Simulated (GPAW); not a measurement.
The system is C.

```
C
1.0
     1.23319    0.71198    8.28262
    -1.23319    0.71198    8.28262
     0.00000   -1.42396    8.28262
C
4
Direct
  0.08717 0.08717 0.08717
  0.75385 0.75385 0.75385
  0.24615 0.24615 0.24615
  0.91283 0.91283 0.91283
```

This isn't the form of C at room conditions, which is graphite.

Base run:

| Quantity | Value |
| --- | --- |
| Program | GPAW 26.7.0 |
| Functional | LDA |
| Potentials or basis | the program's PAW data sets (release 1.2.1) made for this functional |
| Cutoff | 600 eV |
| Basis | pw |
| k mesh | 10 × 10 × 10 |
| Occupations | fermi-dirac, width 0.05 eV |
| Spin | no spin polarisation |

Its results: pressure -5.9 GPa; largest force 0.005 eV/Å.

Problem. The run is repeated on the same cell with these changes: cutoff from 600 eV to 800 eV; k mesh from 10 × 10 × 10 to 8 × 8 × 8. What comes out?

Solution. Pressure -6.3 GPa; largest force 0.005 eV/Å.

Caveats: the cutoff is short for stress and forces, so pressures can be off by a GPa or more (some runs).

Not every run made on this cell is shown here.
